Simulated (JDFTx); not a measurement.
# BeTe (F-43m) in JDFTx: notebook

One crystal, BeTe, is run at these levels: LDA; tasks: equation of state.

Everything below comes from runs of JDFTx 1.7.0 (patched build). Logs are shortened: lines on timing, memory, paths and dates and some standing lists are left out, and cuts for length are marked. The log counts tension as positive stress, the text compression.

## 1. Starting point

It takes space group F-43m (No. 216, cubic). The conventional cell has a = 5.540 Å, b = 5.540 Å, c = 5.540 Å, α = 90.00°, β = 90.00°, γ = 90.00°. Te (site symmetry -43m) is surrounded by 4 Be at 2.40 Å. Be (site symmetry -43m) is surrounded by 4 Te at 2.40 Å.

## 2. Equation of state, LDA, 19.98 Å³/atom (volume scaled by 0.94)

The input, BeTe.in:

```
lattice \
    0.0000000000     2.7134535211     2.7134535211 \
    2.7134535211     0.0000000000     2.7134535211 \
    2.7134535211     2.7134535211     0.0000000000
latt-scale 1.889726124626 1.889726124626 1.889726124626
coords-type Lattice
ion Te     0.7500000000     0.7500000000     0.7500000000 1
ion Be     0.0000000000     0.0000000000     0.0000000000 1

ion-species pseudo/Te.upf
ion-species pseudo/Be.upf
elec-cutoff 44 352
elec-ex-corr lda-PW
kpoint-folding 8 8 8
elec-smearing Fermi 0.0018374661
elec-n-bands 16
electronic-SCF nIterations 100 energyDiffThreshold 1e-09
electronic-minimize nIterations 30 energyDiffThreshold 1e-7
forces-output-coords Cartesian

dump-name run.$VAR
dump End Ecomponents EigStats BandEigs Kpoints Forces Stress ElecDensity Dtot KEdensity
```

Potentials or basis: PseudoDojo-SR-LDA-0.4.1-standard with smoothed tails.

The run is started by

```sh
$ jdftx -c 1 -i BeTe.in -o BeTe.out
```

The program printed:

```text
*************** JDFTx 1.7.0 (patched build) ***************

Input parsed successfully to the following command list (including defaults):
[... the input with its defaults ...]

---------- Setting up symmetries ----------

Found 48 point-group symmetries of the bravais lattice
Found 24 space-group symmetries with basis
Applied RMS atom displacement 0 bohrs to make symmetries exact.

---------- Initializing the Grid ----------
R =
[            0      5.12768      5.12768  ]
[      5.12768            0      5.12768  ]
[      5.12768      5.12768            0  ]
unit cell volume = 269.646
G =
[  -0.612673   0.612673   0.612673  ]
[   0.612673  -0.612673   0.612673  ]
[   0.612673   0.612673  -0.612673  ]
Minimum fftbox size, Smin = [  64  64  64  ]
Chosen fftbox size, S = [  64  64  64  ]

---------- Initializing tighter grid for wavefunction operations ----------
R =
[            0      5.12768      5.12768  ]
[      5.12768            0      5.12768  ]
[      5.12768      5.12768            0  ]
unit cell volume = 269.646
G =
[  -0.612673   0.612673   0.612673  ]
[   0.612673  -0.612673   0.612673  ]
[   0.612673   0.612673  -0.612673  ]
Minimum fftbox size, Smin = [  44  44  44  ]
Chosen fftbox size, S = [  48  48  48  ]

---------- Exchange Correlation functional ----------
Initalized Slater LDA exchange.
Initalized Perdew-Wang LDA correlation.

---------- Setting up pseudopotentials ----------
Width of ionic core gaussian charges (only for fluid interactions / plotting) set to 0

Reading pseudopotential file 'pseudo/Te.upf':
  'Te' pseudopotential, 'SLA  PW   NOGX NOGC' functional
  Generated using ONCVPSP code by D. R. Hamann
  16 valence electrons, 3 orbitals, 6 projectors, 1001 radial grid points, with lMax = 2
    4D    l: 2   occupation: 10.0   eigenvalue: -1.532468
    5S    l: 0   occupation:  2.0   eigenvalue: -0.564382
    5P    l: 1   occupation:  4.0   eigenvalue: -0.224579
  Core radius for overlap checks: 2.04 bohrs.

Reading pseudopotential file 'pseudo/Be.upf':
  'Be' pseudopotential, 'SLA  PW   NOGX NOGC' functional
  Generated using ONCVPSP code by D. R. Hamann
  4 valence electrons, 2 orbitals, 4 projectors, 1001 radial grid points, with lMax = 1
    1S    l: 0   occupation:  2.0   eigenvalue: -3.856717
    2S    l: 0   occupation:  2.0   eigenvalue: -0.205803
  Core radius for overlap checks: 1.30 bohrs.

Initialized 2 species with 2 total atoms.

Folded 1 k-points by 8x8x8 to 512 k-points.

---------- Setting up k-points, bands, fillings ----------
Adding inversion symmetry to k-mesh for non-inversion-symmetric unit cell.
Reduced to 29 k-points under symmetry.
Computing the number of bands and number of electrons
Calculating initial fillings.
nElectrons:  20.000000   nBands: 16   nStates: 29

----- Setting up reduced wavefunction bases (one per k-point) -----
average nbasis = 3759.428 , ideal nbasis = 3758.952

---------- Setting up ewald sum ----------
Optimum gaussian width for ewald sums = 2.328905 bohr.
Real space sum over 1331 unit cells with max indices [  5  5  5  ]
Reciprocal space sum over 2197 terms with max indices [  6  6  6  ]

---------- Allocating electronic variables ----------
Initializing wave functions:  linear combination of atomic orbitals
Note: number of bands (16) exceeds available atomic orbitals (11)
Te pseudo-atom occupations:   s ( 2 )  p ( 4 )  d ( 10 )
Be pseudo-atom occupations:   s ( 2 2 )
	FillingsUpdate:  mu: +0.428513912  nElectrons: 20.000000
LCAOMinimize: Iter:   0  F: -107.1333628813762431  |grad|_K:  1.755e-03  alpha:  1.000e+00
	FillingsUpdate:  mu: +0.422039443  nElectrons: 20.000000
LCAOMinimize: Iter:   1  F: -107.1417687614958254  |grad|_K:  3.987e-05  alpha:  7.227e-01  linmin:  6.054e-02  cgtest: -2.588e-01
	FillingsUpdate:  mu: +0.422112578  nElectrons: 20.000000
LCAOMinimize: Iter:   2  F: -107.1417736034830170  |grad|_K:  1.092e-05  alpha:  8.875e-01  linmin: -4.534e-04  cgtest:  2.926e-01
LCAOMinimize: Encountered beta<0, resetting CG.
	FillingsUpdate:  mu: +0.422157923  nElectrons: 20.000000
LCAOMinimize: Iter:   3  F: -107.1417739196646863  |grad|_K:  4.113e-07  alpha:  7.147e-01  linmin: -2.909e-04  cgtest:  1.195e-03
	FillingsUpdate:  mu: +0.422157747  nElectrons: 20.000000
LCAOMinimize: Iter:   4  F: -107.1417739202471466  |grad|_K:  2.169e-08  alpha:  9.277e-01  linmin: -8.088e-03  cgtest:  2.810e-02
LCAOMinimize: Converged (|Delta F|<1.000000e-06 for 2 iters).

-------- Electronic minimization -----------
Will mix electronic density at each iteration.
	FillingsUpdate:  mu: +0.422157747  nElectrons: 20.000000
	FillingsUpdate:  mu: +0.361579568  nElectrons: 20.000000
SCF: Cycle:  0   F: -107.258635068482832   dF: -1.169e-01   |Residual|: 1.852e-01   |deigs|: 1.880e-01
	FillingsUpdate:  mu: +0.361305050  nElectrons: 20.000000
SCF: Cycle:  1   F: -107.311442350303679   dF: -5.281e-02   |Residual|: 6.620e-02   |deigs|: 4.027e-02
	FillingsUpdate:  mu: +0.362006301  nElectrons: 20.000000
SCF: Cycle:  2   F: -107.318684350444684   dF: -7.242e-03   |Residual|: 1.066e-02   |deigs|: 2.070e-02
	FillingsUpdate:  mu: +0.363238281  nElectrons: 20.000000
SCF: Cycle:  3   F: -107.318742490552538   dF: -5.814e-05   |Residual|: 2.583e-03   |deigs|: 3.659e-03
	FillingsUpdate:  mu: +0.363523731  nElectrons: 20.000000
SCF: Cycle:  4   F: -107.318748109027752   dF: -5.618e-06   |Residual|: 8.301e-04   |deigs|: 6.367e-04
	FillingsUpdate:  mu: +0.363578397  nElectrons: 20.000000
SCF: Cycle:  5   F: -107.318748319883355   dF: -2.109e-07   |Residual|: 1.586e-04   |deigs|: 1.280e-04
	FillingsUpdate:  mu: +0.363603228  nElectrons: 20.000000
SCF: Cycle:  6   F: -107.318748382652799   dF: -6.277e-08   |Residual|: 6.078e-05   |deigs|: 5.688e-05
	FillingsUpdate:  mu: +0.363604140  nElectrons: 20.000000
SCF: Cycle:  7   F: -107.318748392500126   dF: -9.847e-09   |Residual|: 1.673e-05   |deigs|: 1.312e-05
	FillingsUpdate:  mu: +0.363607093  nElectrons: 20.000000
SCF: Cycle:  8   F: -107.318748395568747   dF: -3.069e-09   |Residual|: 6.612e-06   |deigs|: 7.998e-06
	FillingsUpdate:  mu: +0.363606845  nElectrons: 20.000000
SCF: Cycle:  9   F: -107.318748396352944   dF: -7.842e-10   |Residual|: 3.131e-06   |deigs|: 5.057e-06
	FillingsUpdate:  mu: +0.363607024  nElectrons: 20.000000
SCF: Cycle: 10   F: -107.318748396609692   dF: -2.567e-10   |Residual|: 7.353e-07   |deigs|: 3.870e-06
SCF: Converged (|Delta E|<1.000000e-09 for 2 iters).

Setting wave functions to eigenvectors of Hamiltonian

# Stress tensor in Cartesian coordinates [Eh/a0^3]:
[ -0.000176776            0            0  ]
[            0 -0.000176776            0  ]
[            0            0 -0.000176776  ]

# Ionic positions in lattice coordinates:
ion Te   0.750000000000000   0.750000000000000   0.750000000000000 1
ion Be   0.000000000000000   0.000000000000000   0.000000000000000 1

# Forces in Cartesian coordinates:
force Te  -0.000000000000000   0.000000000000000  -0.000000000000000 1
force Be  -0.000000000000000  -0.000000000000000   0.000000000000000 1

# Energy components:
   Eewald =      -65.8060386783592577
       EH =       28.6668372209042133
     Eloc =      -83.0351316966303585
      Enl =      -37.0921351565614472
      Exc =      -26.6319767359934332
 Exc_core =       11.1682251965663450
       KE =       65.4114714535356256
-------------------------------------
     Etot =     -107.3187483965383251
       TS =        0.0000000000713687
-------------------------------------
        F =     -107.3187483966096920

IonicMinimize: Iter:   0  F: -107.318748396609692  |grad|_K:        nan
IonicMinimize: None of the convergence criteria satisfied after 0 iterations.

#--- Lowdin population analysis ---
# oxidation-state Te -0.889
# oxidation-state Be +1.299

Dumping 'run.eigStats' ...
	eMin: -3.288789 at state 1 ( [ +0.000000 +0.000000 +0.125000 ] spin 0 )
	HOMO: +0.333867 at state 0 ( [ +0.000000 +0.000000 +0.000000 ] spin 0 )
	mu  : +0.363607
	LUMO: +0.393331 at state 20 ( [ +0.000000 +0.500000 +0.500000 ] spin 0 )
	eMax: +0.856554 at state 20 ( [ +0.000000 +0.500000 +0.500000 ] spin 0 )
	HOMO-LUMO gap: +0.059463
	Optical gap  : +0.130291 at state 0 ( [ +0.000000 +0.000000 +0.000000 ] spin 0 )
Done!
[note: the Lowdin charges miss the electrons that lie outside the files' atomic orbitals]
[note: mu as printed may lie anywhere between the filled and the empty levels]
```

It took 1.7 min on 1 thread of Arm Neoverse V1, shared host; peak memory 0.14 GiB.

What came out:

```yaml
Free_energy: -2920.2919 eV
Pressure: 5.2 GPa
Band_gap_on_the_k_mesh: 1.62 eV, indirect (least direct gap 3.55 eV)
```

Caveat: spin-orbit coupling is left out, which moves the levels of the heavy elements.

## 3. Equation of state, LDA, 20.40 Å³/atom (volume scaled by 0.96)

Edit BeTe.in of step 2 so:

```diff
@@ -1,5 +1,5 @@
 lattice \
-    0.0000000000     2.7134535211     2.7134535211 \
-    2.7134535211     0.0000000000     2.7134535211 \
-    2.7134535211     2.7134535211     0.0000000000
+    0.0000000000     2.7325629784     2.7325629784 \
+    2.7325629784     0.0000000000     2.7325629784 \
+    2.7325629784     2.7325629784     0.0000000000
 latt-scale 1.889726124626 1.889726124626 1.889726124626
@@ -21,2 +21,2 @@
 dump-name run.$VAR
-dump End Ecomponents EigStats BandEigs Kpoints Forces Stress ElecDensity Dtot KEdensity
+dump End Ecomponents EigStats BandEigs Kpoints Forces Stress
```

Potentials or basis: PseudoDojo-SR-LDA-0.4.1-standard with smoothed tails.

The run is started by

```sh
$ jdftx -c 1 -i BeTe.in -o BeTe.out
```

Wall time 98 s (1 thread of Arm Neoverse V1, shared host); peak memory 0.14 GiB.

Results (log left out):

* Free energy: -2920.3150 eV
* Pressure: 3.5 GPa
* Band gap on the k mesh: 1.67 eV, indirect (least direct gap 3.57 eV)

Caveat: spin-orbit coupling is left out, which moves the levels of the heavy elements.

## 4. Equation of state, LDA, 20.83 Å³/atom (volume scaled by 0.98)

Edit BeTe.in of step 3 so:

```diff
@@ -1,5 +1,5 @@
 lattice \
-    0.0000000000     2.7325629784     2.7325629784 \
-    2.7325629784     0.0000000000     2.7325629784 \
-    2.7325629784     2.7325629784     0.0000000000
+    0.0000000000     2.7514088358     2.7514088358 \
+    2.7514088358     0.0000000000     2.7514088358 \
+    2.7514088358     2.7514088358     0.0000000000
 latt-scale 1.889726124626 1.889726124626 1.889726124626
```

The run is started by

```sh
$ jdftx -c 1 -i BeTe.in -o BeTe.out
```

It took 98 s on 1 thread of Arm Neoverse V1, shared host; peak memory 0.14 GiB.

It converged, with:

- Free energy: -2920.3296 eV
- Pressure: 2.0 GPa
- Band gap on the k mesh: 1.73 eV, indirect (least direct gap 3.58 eV)

Caveat: spin-orbit coupling is left out, which moves the levels of the heavy elements.

## 5. Equation of state, LDA, 21.25 Å³/atom

Edit BeTe.in of step 4 so:

```diff
@@ -1,5 +1,5 @@
 lattice \
-    0.0000000000     2.7514088358     2.7514088358 \
-    2.7514088358     0.0000000000     2.7514088358 \
-    2.7514088358     2.7514088358     0.0000000000
+    0.0000000000     2.7700000000     2.7700000000 \
+    2.7700000000     0.0000000000     2.7700000000 \
+    2.7700000000     2.7700000000     0.0000000000
 latt-scale 1.889726124626 1.889726124626 1.889726124626
```

The run is started by

```sh
$ jdftx -c 1 -i BeTe.in -o BeTe.out
```

Run time: 98 s. Hardware: 1 thread of Arm Neoverse V1, shared host; peak memory 0.14 GiB.

It converged, with:

| Item | Value |
| --- | --- |
| Free energy | -2920.3363 eV |
| Pressure | 0.6 GPa |
| Band gap on the k mesh | 1.78 eV, indirect (least direct gap 3.60 eV) |

Caveat: spin-orbit coupling is left out, which moves the levels of the heavy elements.

## 6. Equation of state, LDA, 21.68 Å³/atom (volume scaled by 1.02)

Edit BeTe.in of step 5 so:

```diff
@@ -1,5 +1,5 @@
 lattice \
-    0.0000000000     2.7700000000     2.7700000000 \
-    2.7700000000     0.0000000000     2.7700000000 \
-    2.7700000000     2.7700000000     0.0000000000
+    0.0000000000     2.7883449055     2.7883449055 \
+    2.7883449055     0.0000000000     2.7883449055 \
+    2.7883449055     2.7883449055     0.0000000000
 latt-scale 1.889726124626 1.889726124626 1.889726124626
```

Potentials or basis: PseudoDojo-SR-LDA-0.4.1-standard with smoothed tails.

The run is started by

```sh
$ jdftx -c 1 -i BeTe.in -o BeTe.out
```

Run time: 99 s. Hardware: 1 thread of Arm Neoverse V1, shared host; peak memory 0.14 GiB.

Results (log left out):

* Free energy: -2920.3361 eV
* Pressure: -0.7 GPa
* Band gap on the k mesh: 1.82 eV, indirect (least direct gap 3.62 eV)

Caveat: spin-orbit coupling is left out, which moves the levels of the heavy elements.

## 7. Equation of state, LDA, 22.10 Å³/atom (volume scaled by 1.04)

Edit BeTe.in of step 6 so:

```diff
@@ -1,5 +1,5 @@
 lattice \
-    0.0000000000     2.7883449055     2.7883449055 \
-    2.7883449055     0.0000000000     2.7883449055 \
-    2.7883449055     2.7883449055     0.0000000000
+    0.0000000000     2.8064515486     2.8064515486 \
+    2.8064515486     0.0000000000     2.8064515486 \
+    2.8064515486     2.8064515486     0.0000000000
 latt-scale 1.889726124626 1.889726124626 1.889726124626
```

The run is started by

```sh
$ jdftx -c 1 -i BeTe.in -o BeTe.out
```

It took 99 s on 1 thread of Arm Neoverse V1, shared host; peak memory 0.13 GiB.

Results (log left out):

```
Free energy            : -2920.3295 eV
Pressure               : -1.8 GPa
Band gap on the k mesh : 1.87 eV, indirect (least direct gap 3.63 eV)
```

Caveat: spin-orbit coupling is left out, which moves the levels of the heavy elements.

## 8. Equation of state, LDA, 22.53 Å³/atom (volume scaled by 1.06)

Edit BeTe.in of step 7 so:

```diff
@@ -1,5 +1,5 @@
 lattice \
-    0.0000000000     2.8064515486     2.8064515486 \
-    2.8064515486     0.0000000000     2.8064515486 \
-    2.8064515486     2.8064515486     0.0000000000
+    0.0000000000     2.8243275181     2.8243275181 \
+    2.8243275181     0.0000000000     2.8243275181 \
+    2.8243275181     2.8243275181     0.0000000000
 latt-scale 1.889726124626 1.889726124626 1.889726124626
```

The run is started by

```sh
$ jdftx -c 1 -i BeTe.in -o BeTe.out
```

Wall time 99 s (1 thread of Arm Neoverse V1, shared host); peak memory 0.14 GiB.

The run converged. Its results:

| Quantity | Value |
| --- | --- |
| Free energy | -2920.3171 eV |
| Pressure | -2.9 GPa |
| Band gap on the k mesh | 1.91 eV, indirect (least direct gap 3.63 eV) |

Caveat: spin-orbit coupling is left out, which moves the levels of the heavy elements.

## 9. Equation of state, LDA

Potentials or basis: PseudoDojo-SR-LDA-0.4.1-standard with smoothed tails.

This step only gathers the single runs of the series.

What came out:

* Equilibrium volume: 21.45 Å³/atom
* Bulk modulus: 64 GPa
* Pressure derivative of the bulk modulus: 4.0

Energy against volume, from the lowest point:
```
volume (Å³/atom)  energy (meV/atom)
          19.979              22.21
          20.404              10.66
          20.829               3.39
          21.254               0.00
          21.679               0.13
          22.104               3.44
          22.529               9.64
```

The run has no spin-orbit coupling, so splittings on Te are missing.
